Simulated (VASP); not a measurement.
# Al2Cu (I4/mmm) in VASP: a series of runs

The runs below take Al2Cu through relaxation of cell and atoms, with LDA.

All numbers are computed with VASP 6.6.1; they aren't measurements. Logs are shortened: lines on timing, memory, paths and dates and some standing lists are left out, and cuts for length are marked.

**1. The structure**

It takes space group I4/mmm (No. 139, tetragonal). Conventional cell: a = 4.061 Å, b = 4.061 Å, c = 5.702 Å, α = 90.00°, β = 90.00°, γ = 90.00°. Al (site symmetry -4m2) has 4 Cu at 2.48 Å and 2 Al at 2.85 Å as nearest neighbours. Cu (site symmetry 4/mmm) has 8 Al at 2.48 Å as nearest neighbours.

The cell comes from a database or a generator and needn't be the stable form of this composition.

**2. Relaxation of cell and atoms, LDA**

Input file INCAR:

```
ALGO = Normal ; EDIFF = 1E-6
EDIFFG = -0.01 ; ENCUT = 600
GGA = CA ; IBRION = 2
ISIF = 3 ; ISMEAR = 1
LASPH = T ; LCHARG = F
LREAL = F ; LWAVE = F
NELM = 80 ; NSW = 90
PREC = Accurate ; SIGMA = 0.1
```

Input file KPOINTS:

```
k-points
0
Gamma
  14 14 14
```

Input file POSCAR:

```
Al2Cu
1.0
   -2.0303375000      2.0303375000      2.8510940000
    2.0303375000     -2.0303375000      2.8510940000
    2.0303375000      2.0303375000     -2.8510940000
Al Cu
2 1
Direct
    0.7500000000      0.2500000000      0.5000000000
    0.2500000000      0.7500000000      0.5000000000
    0.5000000000      0.5000000000      0.0000000000
```

Potentials or basis: VASP PAW LDA potentials, release 64 (Al, Cu).

Run with:

```
$ cat potpaw_LDA.64/Al/POTCAR potpaw_LDA.64/Cu/POTCAR > POTCAR
$ mpirun -np 1 vasp_std > vasp.out
```

OUTCAR:

```text
EDIFF = 1E-6
   EDIFFG = -0.01
   ENCUT = 600
   GGA = CA
   IBRION = 2
   ISIF = 3
   ISMEAR = 1
   LASPH = T
   LREAL = F
   NELM = 80
   NSW = 90
   PREC = Accurate

 ion  position               nearest neighbor table
   1  0.750  0.250  0.500-   3 2.48   3 2.48   3 2.48   3 2.48   2 2.85   2 2.85   2 2.87   2 2.87
                             2 2.87   2 2.87
   2  0.250  0.750  0.500-   3 2.48   3 2.48   3 2.48   3 2.48   1 2.85   1 2.85   1 2.87   1 2.87
                             1 2.87   1 2.87
   3  0.500  0.500  0.000-   2 2.48   1 2.48   1 2.48   2 2.48   1 2.48   2 2.48   2 2.48   1 2.48

  LATTYP: Found a body centered tetragonal cell.
 ALAT       =     4.0606750000
 C/A-ratio  =     1.4042463384

  Lattice vectors:

 A1 = (  -2.0303375000,   2.0303375000,   2.8510940000)
 A2 = (   2.0303375000,  -2.0303375000,   2.8510940000)
 A3 = (   2.0303375000,   2.0303375000,  -2.8510940000)

Analysis of symmetry for initial positions (statically):
=====================================================================
 Subroutine PRICEL returns:
 Original cell was already a primitive cell.

 Routine SETGRP: Setting up the symmetry group for a
 body centered tetragonal supercell.

 Subroutine GETGRP returns: Found 16 space group operations
 (whereof 16 operations were pure point group operations)
 out of a pool of 16 trial point group operations.

The static configuration has the point symmetry D_4h.

Analysis of symmetry for dynamics (positions and initial velocities):
=====================================================================
 Subroutine PRICEL returns:
 Original cell was already a primitive cell.

 Routine SETGRP: Setting up the symmetry group for a
 body centered tetragonal supercell.

 Subroutine GETGRP returns: Found 16 space group operations
 (whereof 16 operations were pure point group operations)
 out of a pool of 16 trial point group operations.

The dynamic configuration has the point symmetry D_4h.

 Subroutine INISYM returns: Found 16 space group operations
 (whereof 16 operations are pure point group operations),
 and found     1 'primitive' translations

----------------------------------------------------------------------------------------

                                     Primitive cell

  volume of cell :      47.0119

  direct lattice vectors                    reciprocal lattice vectors
    -2.030337500  2.030337500  2.851094000     0.000000000  0.246264476  0.175371279
     2.030337500 -2.030337500  2.851094000     0.246264476  0.000000000  0.175371279
     2.030337500  2.030337500 -2.851094000     0.246264476  0.246264476  0.000000000

  length of vectors
     4.046390703  4.046390703  4.046390703     0.302326442  0.302326442  0.348270562

  position of ions in fractional coordinates (direct lattice)
     0.750000000  0.250000000  0.500000000
     0.250000000  0.750000000  0.500000000
     0.500000000  0.500000000  0.000000000

  ion indices of the primitive-cell ions
   primitive index   ion index
                 1           1
                 2           2
                 3           3

----------------------------------------------------------------------------------------

 KPOINTS: k-points

Automatic generation of k-mesh.
 Grid dimensions read from file:
 generate k-points for:   14   14   14

 Generating k-lattice:

  Cartesian coordinates                     Fractional coordinates (reciprocal lattice)
     0.000000000  0.017590320  0.012526520     0.071428571  0.000000000  0.000000000
     0.017590320  0.000000000  0.012526520     0.000000000  0.071428571  0.000000000
     0.017590320  0.017590320  0.000000000     0.000000000  0.000000000  0.071428571

  Length of vectors
     0.021594746  0.021594746  0.024876469

  Shift w.r.t. Gamma in fractional coordinates (k-lattice)
     0.000000000  0.000000000  0.000000000

 Subroutine IBZKPT returns following result:
 ===========================================

 Found    244 irreducible k-points:

 Following reciprocal coordinates:
            Coordinates               Weight
  0.000000  0.000000  0.000000      1.000000
  0.071429 -0.000000  0.000000      8.000000
  0.142857 -0.000000  0.000000      8.000000
  0.214286 -0.000000  0.000000      8.000000
  0.285714  0.000000  0.000000      8.000000
  0.357143  0.000000  0.000000      8.000000
[... 16 lines left out ...]
  0.214286  0.142857  0.000000     16.000000
  0.285714  0.142857  0.000000     16.000000
 [... further k-points ...]
   k-points           NKPTS =    244   k-points in BZ     NKDIM =    244   number of bands    NBANDS=     12
   number of dos      NEDOS =    301   number of ions     NIONS =      3
   total plane-waves  NPLWV =  32768
   dimension x,y,z NGX =    32 NGY =   32 NGZ =   32
   dimension x,y,z NGXF=    64 NGYF=   64 NGZF=   64
   ions per type =               2   1
   NGX,Y,Z   is equivalent  to a cutoff of  13.15, 13.15, 13.15 a.u.
   NGXF,Y,Z  is equivalent  to a cutoff of  26.29, 26.29, 26.29 a.u.
 SYSTEM =  unknown system
   PREC   = accura    normal or accurate (medium, high low for compatibility)
   ISTART =      0    job   : 0-new  1-cont  2-samecut
   ICHARG =      2    charge: 1-file 2-atom 10-const
   ISPIN  =      1    spin polarized calculation?
   LNONCOLLINEAR =      F non collinear calculations
   LSORBIT =      F    spin-orbit coupling
   LASPH  =      T    aspherical Exc in radial PAW
   ENCUT  =  600.0 eV  44.10 Ry    6.64 a.u.   8.08  8.08  8.08*2*pi/ulx,y,z
   NELM   =     80;   NELMIN=  2; NELMDL= -5     # of ELM steps
   EDIFF  = 0.1E-05   stopping-criterion for ELM
   LREAL  =      F    real-space projection
   EDIFFG = -.1E-01   stopping-criterion for IOM
   NSW    =     90    number of steps for IOM
   IBRION =      2    ionic relax: 0-MD 1-quasi-New 2-CG
   NFREE  =      1    steps in history (QN), initial steepest desc. (CG)
   ISIF   =      3    stress and relaxation
   ISYM   =      2    0-nonsym 1-usesym 2-fastsym
   POTIM  = 0.5000    time-step for ionic-motion
   TEBEG  =    0.0;   TEEND  =   0.0 temperature during run
   PSTRESS=    0.0 pullay stress
   NELECT =      17.0000    total number of electrons
   NUPDOWN=      -1.0000    fix difference up-down
   EMIN   =  10.00;   EMAX   =-10.00  energy-range for DOS
   EFERMI =   0.00;   METHOD = LEGACY
   ISMEAR =     1;   SIGMA  =   0.10  broadening in eV -4-tet -1-fermi 0-gaus
   EFERMI_NEDOS =   21; number of points for ismear=-14 and -15
   IALGO  =     38    algorithm
   IMIX   =      4    mixing-type and parameters
     AMIX     =   0.40;   BMIX     =  1.00
     AMIX_MAG =   1.60;   BMIX_MAG =  1.00
  volume/ion in A,a.u.               =      15.67       105.75
  Fermi-wavevector in a.u.,A,eV,Ry     =   1.166331  2.204046 18.508385  1.360328
  Thomas-Fermi vector in A             =   2.302845
   LORBIT       =      0    0 simple, 1 ext, 2 COOP (PROOUT), +10 PAW based schemes
   GGA     = CA    functional components
   LHFCALC =     F    Hartree Fock is set to
   AEXX    =    0.0000 exact exchange contribution
   IVDW    =     0    specifies the selected vdW correction
   LEPSILON=     F    determine dielectric tensor
   LRPA    =     F    only Hartree local field effects (RPA)
 conjugate gradient relaxation of ions
 non-spin polarized calculation
 Methfessel and Paxton  Order N= 1 SIGMA  =   0.10
  energy-cutoff  :      600.00
  volume of cell :       47.01
 maximum number of plane-waves:      1588
   NGX = 17   NGY = 17   NGZ = 17

--------------------------------------- Ionic step        1  -------------------------------------------

 number of electron      17.0000011 magnetization

 Free energy of the ion-electron system (eV)
  ---------------------------------------------------
  ext. energy  EPLUGINS =         0.00000000
  ---------------------------------------------------
  free energy    TOTEN  =       -13.68988795 eV

  energy without entropy =      -13.68940649  energy(sigma->0) =      -13.68972746

------------------------ aborting loop because EDIFF is reached ----------------------------------------

  FORCE on cell =-STRESS in cart. coord.  units (eV):
  Direction    XX          YY          ZZ          XY          YZ          ZX
  --------------------------------------------------------------------------------------
  -------------------------------------------------------------------------------------
  Total       -0.9011211     -0.9011211     -0.7187527      0.0000000      0.0000000      0.0000000
  in kB      -30.7104192    -30.7104192    -24.4952599      0.0000000      0.0000000      0.0000000
  external PRESSURE =     -28.6386994 kB  Pullay stress =       0.0000000 kB

 VOLUME and BASIS-vectors are now :
 -----------------------------------------------------------------------------
  energy-cutoff  :      600.00
  volume of cell :       47.01
      direct lattice vectors                 reciprocal lattice vectors
    -2.030337500  2.030337500  2.851094000     0.000000000  0.246264476  0.175371279
     2.030337500 -2.030337500  2.851094000     0.246264476  0.000000000  0.175371279
     2.030337500  2.030337500 -2.851094000     0.246264476  0.246264476  0.000000000
[... 149 lines left out ...]
 POSITION                                       TOTAL-FORCE (eV/Angst)
 -----------------------------------------------------------------------------------
      0.00000      2.00793      1.41586        -0.000000     -0.000000      0.000000
      2.00793      0.00000      1.41586         0.000000     -0.000000      0.000000
      0.00000      0.00000      2.83172        -0.000000      0.000000     -0.000000
 -----------------------------------------------------------------------------------
    total drift:                               -0.000000      0.000000     -0.000000

  FREE ENERGIE OF THE ION-ELECTRON SYSTEM (eV)
  ---------------------------------------------------
  free  energy   TOTEN  =       -13.7024248381 eV

  energy  without entropy=      -13.7019862071  energy(sigma->0) =      -13.70227863

--------------------------------------- Ionic step        6  -------------------------------------------

 number of electron      17.0000011 magnetization

 Free energy of the ion-electron system (eV)
  ---------------------------------------------------
  ext. energy  EPLUGINS =         0.00000000
  ---------------------------------------------------
  free energy    TOTEN  =       -13.70249932 eV

  energy without entropy =      -13.70205817  energy(sigma->0) =      -13.70235227

 E-fermi :   7.2791     XC(G=0): -10.8500

 val. band max:        7.2579813783   @ k =  -0.1429  -0.2857   0.1429
 cond. band min:       7.3069642065   @ k =   0.1429  -0.0000   0.0000
 fundamental gap:      0.0489828282
 Fermi energy:         7.2791086522

 k-point     1 :       0.0000    0.0000    0.0000
  band No.  band energies     occupation
      1      -3.1885      2.00000
      2       2.4694      2.00000
      3       2.4694      2.00000
      4       2.4694      2.00000
      5       3.0558      2.00000
      6       3.0559      2.00000
      7      10.1982      0.00000
      8      10.1989      0.00000
      9      10.1989      0.00000
     10      10.3066      0.00000
     11      10.3066      0.00000
     12      10.3076      0.00000

 k-point     2 :       0.0714   -0.0000    0.0000
  band No.  band energies     occupation
      1      -3.1181      2.00000
      2       2.4475      2.00000
      3       2.4805      2.00000
      4       2.4805      2.00000
      5       3.0529      2.00000
      6       3.0530      2.00000
      7       8.8159     -0.00000
      8       9.6595      0.00000
      9       9.6596      0.00000
     10      10.9030      0.00000
     11      10.9032      0.00000
     12      10.9771      0.00000
[... 316 lines left out ...]
 k-point    24 :       0.2857    0.1429    0.0000
  band No.  band energies     occupation
      1      -1.4558      2.00000
      2       1.8886      2.00000
      3       2.5552      2.00000
      4       2.6709      2.00000
      5       2.9963      2.00000
      6       3.1203      2.00000
      7       4.1026      2.00000
      8       6.0918      2.00000
      9       8.2335     -0.00000
     10      10.3401      0.00000
     11      10.9818      0.00000
     12      12.2531      0.00000

 [... further k-points ...]

------------------------ aborting loop because EDIFF is reached ----------------------------------------

  FORCE on cell =-STRESS in cart. coord.  units (eV):
  Direction    XX          YY          ZZ          XY          YZ          ZX
  --------------------------------------------------------------------------------------
  -------------------------------------------------------------------------------------
  Total        0.0203794      0.0203794      0.0202285      0.0000000     -0.0000000      0.0000000
  in kB        0.7149363      0.7149363      0.7096416      0.0000000     -0.0000000      0.0000000
  external PRESSURE =       0.7131714 kB  Pullay stress =       0.0000000 kB

 VOLUME and BASIS-vectors are now :
 -----------------------------------------------------------------------------
  energy-cutoff  :      600.00
  volume of cell :       45.67
      direct lattice vectors                 reciprocal lattice vectors
    -2.006056452  2.006056452  2.837192002     0.000000000  0.249245229  0.176230583
     2.006056452 -2.006056452  2.837192002     0.249245229  0.000000000  0.176230583
     2.006056452  2.006056452 -2.837192002     0.249245229  0.249245229  0.000000000

 POSITION                                       TOTAL-FORCE (eV/Angst)
 -----------------------------------------------------------------------------------
      0.00000      2.00606      1.41860         0.000000     -0.000000     -0.000000
      2.00606      0.00000      1.41860        -0.000000      0.000000      0.000000
      2.00606      2.00606      0.00000        -0.000000      0.000000      0.000000
 -----------------------------------------------------------------------------------
    total drift:                                0.000000     -0.000000      0.000000

  FREE ENERGIE OF THE ION-ELECTRON SYSTEM (eV)
  ---------------------------------------------------
  free  energy   TOTEN  =       -13.7024993197 eV

  energy  without entropy=      -13.7020581702  energy(sigma->0) =      -13.70235227

 reached required accuracy - stopping structural energy minimisation
```

It took 5.1 min on 1 thread of Intel Xeon Platinum 8488C (Sapphire Rapids), shared host; peak memory 0.32 GiB.

What came out:

```yaml
Free_energy: -13.7025 eV
Relaxed_volume: 15.22 Å³/atom
Relaxed_cell: a = 4.012 Å, b = 4.012 Å, c = 4.012 Å, α = 120.00°, β = 120.00°, γ = 90.00°
Space_group_after_relaxing_to_0.05_Å: Fm-3m (No. 225)
Energy_gained_by_relaxing: 4.2 meV/atom
Ionic_steps: 6
Pressure_after_relaxing: 0.1 GPa
Band_gap_on_the_k_mesh: none (metal or under the smearing width)
```

The path:
| step | energy change (eV) | largest force (eV/Å) | pressure (GPa) | volume (Å³) |
| --- | --- | --- | --- | --- |
| 1 | 0.0000 | 0.0000 | -2.86 | 47.01 |
| 2 | -0.0099 | 0.0000 | 1.46 | 45.13 |
| 3 | -0.0124 | 0.0000 | 0.00 | 45.69 |
| 4 | -0.0124 | 0.0000 | 0.08 | 45.66 |
| 5 | -0.0125 | 0.0000 | 0.08 | 45.67 |
| 6 | -0.0126 | 0.0000 | 0.07 | 45.67 |

Final structure:
```
Al Cu
1.0
    -2.00606    2.00606    2.83719
     2.00606   -2.00606    2.83719
     2.00606    2.00606   -2.83719
Al Cu
2 1
Direct
  0.75000 0.25000 0.50000
  0.25000 0.75000 0.50000
  0.50000 0.50000 0.00000
```

**3. Relaxation of cell and atoms, LDA**

This run uses another cell than the first one, of 15.22 Å³/atom, 0.971 times its volume.

Input file INCAR:

```
ALGO = Normal ; EDIFF = 1E-7
EDIFFG = -0.005 ; ENCUT = 600
GGA = CA ; IBRION = 2
ISIF = 3 ; ISMEAR = 1
LASPH = T ; LCHARG = F
LREAL = F ; LWAVE = F
NELM = 80 ; NSW = 90
PREC = Accurate ; SIGMA = 0.1
```

KPOINTS is that of step 2.

Input file POSCAR:

```
Al2Cu                                   
1.0
   -2.0060564519      2.0060564519      2.8371920019
    2.0060564519     -2.0060564519      2.8371920019
    2.0060564519      2.0060564519     -2.8371920019
  Al              Cu            
     2     1
Direct
     0.7500000000000000    0.2500000000000000    0.5000000000000000
     0.2500000000000000    0.7500000000000000    0.5000000000000000
     0.5000000000000000    0.5000000000000000    1.0000000000000000
```

Potentials or basis: VASP PAW LDA potentials, release 64 (Al, Cu).

Run with:

```
$ cat potpaw_LDA.64/Al/POTCAR potpaw_LDA.64/Cu/POTCAR > POTCAR
$ mpirun -np 1 vasp_std > vasp.out
```

OUTCAR:

```text
EDIFF = 1E-7
   EDIFFG = -0.005
   ENCUT = 600
   GGA = CA
   IBRION = 2
   ISIF = 3
   ISMEAR = 1
   LASPH = T
   LREAL = F
   NELM = 80
   NSW = 90
   PREC = Accurate

 ion  position               nearest neighbor table
   1  0.750  0.250  0.500-   3 2.46   3 2.46   3 2.46   3 2.46   2 2.84   2 2.84   2 2.84   2 2.84
                             2 2.84   2 2.84
   2  0.250  0.750  0.500-   3 2.46   3 2.46   3 2.46   3 2.46   1 2.84   1 2.84   1 2.84   1 2.84
                             1 2.84   1 2.84
   3  0.500  0.500  0.000-   2 2.46   1 2.46   1 2.46   2 2.46   1 2.46   2 2.46   2 2.46   1 2.46

  LATTYP: Found a body centered tetragonal cell.
 ALAT       =     4.0121129038
 C/A-ratio  =     1.4143131412

  Lattice vectors:

 A1 = (  -2.0060564519,   2.0060564519,   2.8371920019)
 A2 = (   2.0060564519,  -2.0060564519,   2.8371920019)
 A3 = (   2.0060564519,   2.0060564519,  -2.8371920019)

[... 278 lines left out ...]
      7      10.1897      0.00000
      8      10.1900      0.00000
      9      10.1900      0.00000
     10      10.2955      0.00000
     11      10.2955      0.00000
     12      10.2961      0.00000
[... 331 lines left out ...]
 k-point    24 :       0.2857    0.1429   -0.0000
  band No.  band energies     occupation
      1      -1.4601      2.00000
      2       1.8832      2.00000
      3       2.5501      2.00000
      4       2.6656      2.00000
      5       2.9909      2.00000
      6       3.1146      2.00000
      7       4.0956      2.00000
      8       6.0836      2.00000
      9       8.2247     -0.00000
     10      10.3294      0.00000
     11      10.9710      0.00000
     12      12.2395      0.00000

 [... further k-points ...]

------------------------ aborting loop because EDIFF is reached ----------------------------------------

  FORCE on cell =-STRESS in cart. coord.  units (eV):
  Direction    XX          YY          ZZ          XY          YZ          ZX
  --------------------------------------------------------------------------------------
  -------------------------------------------------------------------------------------
  Total       -0.0044015     -0.0044015     -0.0057369      0.0000000     -0.0000000     -0.0000000
  in kB       -0.1542815     -0.1542815     -0.2010931      0.0000000     -0.0000000     -0.0000000
  external PRESSURE =      -0.1698854 kB  Pullay stress =       0.0000000 kB
[... 18 lines left out ...]
  FREE ENERGIE OF THE ION-ELECTRON SYSTEM (eV)
  ---------------------------------------------------
  free  energy   TOTEN  =       -13.7023757460 eV

  energy  without entropy=      -13.7019325469  energy(sigma->0) =      -13.70222801

 reached required accuracy - stopping structural energy minimisation
```

CONTCAR:

```text
Al2Cu
   1.00000000000000
    -2.0066237198306438    2.0066237198306438    2.8379330556528615
     2.0066237198306438   -2.0066237198306438    2.8379330556528615
     2.0066237198306438    2.0066237198306438   -2.8379330556528615
  Al              Cu
     2     1
Direct
     0.7500000000000000    0.2500000000000000    0.5000000000000000
     0.2500000000000000    0.7500000000000000    0.5000000000000000
     0.5000000000000000    0.5000000000000000    0.0000000000000000

  0.00000000E+00  0.00000000E+00  0.00000000E+00
  0.00000000E+00  0.00000000E+00  0.00000000E+00
  0.00000000E+00  0.00000000E+00  0.00000000E+00
```

It took 2.5 min on 1 thread of Intel Xeon Platinum 8488C (Sapphire Rapids), shared host; peak memory 0.3 GiB.

Results:

```yaml
Free_energy: -13.7024 eV
Relaxed_volume: 15.24 Å³/atom
Relaxed_cell: a = 4.013 Å, b = 4.013 Å, c = 4.013 Å, α = 120.00°, β = 120.00°, γ = 90.00°
Space_group_after_relaxing_to_0.05_Å: Fm-3m (No. 225)
Energy_gained_by_relaxing: 0.0 meV/atom
Ionic_steps: 3
Pressure_after_relaxing: 0.0 GPa
Band_gap_on_the_k_mesh: none (metal or under the smearing width)
```

Final structure:
```
Al Cu
1.0
    -2.00662    2.00662    2.83793
     2.00662   -2.00662    2.83793
     2.00662    2.00662   -2.83793
Al Cu
2 1
Direct
  0.75000 0.25000 0.50000
  0.25000 0.75000 0.50000
  0.50000 0.50000 0.00000
```
